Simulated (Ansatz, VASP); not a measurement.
# Two plane-wave programs on NaI

The input INCAR:

```
PREC = Accurate
ENCUT = 520
EDIFF = 1E-6
ISMEAR = -1
SIGMA = 0.02
LREAL = F
LASPH = T
NELM = 100
ALGO = Normal
ISIF = 2
LWAVE = F
LCHARG = F
GGA = PE
NBANDS = 14
```

Contents of KPOINTS:

```
Automatic mesh
0
Gamma
  8 8 8
```

File POSCAR:

```
NaI
1.0
   -0.1298347674      3.2080814541      3.2080814541
    3.2080814541     -0.1298347674      3.2080814541
    3.2080814541      3.2080814541     -0.1298347674
Na I
1 1
Direct
    0.0000000000      0.0000000000      0.0000000000
    0.5000000000      0.5000000000      0.5000000000
```

Input for Ansatz:

```yaml
crystal:
  lattice:
    - [-0.1298347674, 3.2080814541, 3.2080814541]
    - [3.2080814541, -0.1298347674, 3.2080814541]
    - [3.2080814541, 3.2080814541, -0.1298347674]
  atoms:
    - { symbol: Na, position: [0.0, 0.0, 0.0] }
    - { symbol: I, position: [0.5, 0.5, 0.5] }
kpoints:
  mp_grid: { grid: [8, 8, 8] }
  band_path:
    path:
      - [0.0, 0.0, 0.0]
      - [0.5, 0.0, 0.5]
      - [0.625, 0.25, 0.625]
      - [0.375, 0.375, 0.75]
      - [0.5, 0.5, 0.5]
      - [0.5, 0.25, 0.75]
    npoints: 1
hamiltonian:
  xc: pbe
scf:
  occupations: { method: fermi_dirac, width: 0.02 }
  n_extra_bands: 4
output:
  forces: true
  stress: true
  eigenvalues: true
```

Change from the starting cell: epitaxial_111 strain +3.4%.

Alike in both runs: task single point; functional PBE; k mesh 8 × 8 × 8; occupations fermi-dirac, width 0.02 eV; no spin polarisation.

|  | VASP | Ansatz |
| --- | --- | --- |
| version | VASP 6.6.1 | Ansatz 0.2.0 |
| potentials or method | VASP PAW PBE potentials, release 64 (Na_pv, I) | plane waves, PAW |
| plane-wave cutoff (eV) | 520 | 420 |
| valence electrons in the cell | 14 | 26 |

```tsv
	VASP	Ansatz	Ansatz less VASP
gap on the k mesh at the Fermi level (eV)	3.38	3.38	+0.003
pressure (GPa)	-0.1	-0.1	-0.01
largest component of the traceless stress (GPa)	0.26	0.26	0.000
```

The two sets of potentials don't hold the same shells in valence.

Caveats: spin-orbit coupling is left out, which moves the levels of the heavy elements. A k mesh can miss the band edges.
